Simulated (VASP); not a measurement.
An input for Ansatz (written as the equivalent of a VASP run, and not itself run):

Ansatz 0.2 input:
```yaml
crystal:
  lattice:
    - [0.0000000, 3.0914156, 3.0914156]
    - [3.0914156, 0.0000000, 3.0914156]
    - [3.0914156, 3.0914156, 0.0000000]
  atoms:
    - { symbol: Al, position: [0.0000000, 0.0000000, 0.0000000] }
    - { symbol: Sb, position: [0.2500000, 0.2500000, 0.2500000] }
kpoints:
  mp_grid: { grid: [7, 7, 7] }
hamiltonian:
  xc: r2scan
  pseudopotentials: { kind: paw }
scf:
  occupations: { method: gaussian, width: 0.05 }
  max_iter: 100
relax:
  max_steps: 60
  f_tol: 0.01
  cell: {}
output: { forces: true, stress: true, eigenvalues: true }
```

Problem. Translate this input to VASP (INCAR, KPOINTS, POSCAR, choice of POTCAR).

Solution. Several could match; the one computed here: 
### INCAR
```
IBRION=2   # conjugate gradients
SIGMA=0.05   # width (eV)
METAGGA=R2SCAN
PREC=Accurate
LCHARG=F
LWAVE=F
NELM=100   # most electronic steps
LASPH=T
LMAXMIX=4   # l cut-off of mixed one-centre charges
ALGO=Normal
LREAL=F   # projection in real space or not
ISMEAR=0
EDIFF=1E-6   # SCF stop (eV)
SYSTEM=AlSb
NSW=60
ISIF=3
ENCUT=400   # plane-wave cut-off (eV)
EDIFFG=-0.01   # ionic stop
LMIXTAU=T
```

KPOINTS:
```
Automatic mesh
0
Gamma
7 7 7
0 0 0
```

POSCAR:
```
AlSb
1
   -0.0000000000     3.0914156127     3.0914156127
    3.0914156127    -0.0000000000     3.0914156127
    3.0914156127     3.0914156127     0.0000000000
Al Sb
1 1
Direct
  0.0000000000   0.0000000000   0.0000000000
  0.2500000000   0.2500000000   0.2500000000
```

POTCAR, in this order: Al Sb (PBE.64 set). Program: vasp_std.

The two are equivalent in intent, not identical: each code has its own PAW files, so the cut-off isn't converted (ENCUT is set for VASP's; basis.ecutwfc is left out, and Ansatz then takes the one that its files recommend); Ansatz stops its SCF on the density residual and VASP on the energy change (EDIFF).

The compound is AlSb in the zinc blende structure. It was relaxed first. The start is the result of an earlier pass.
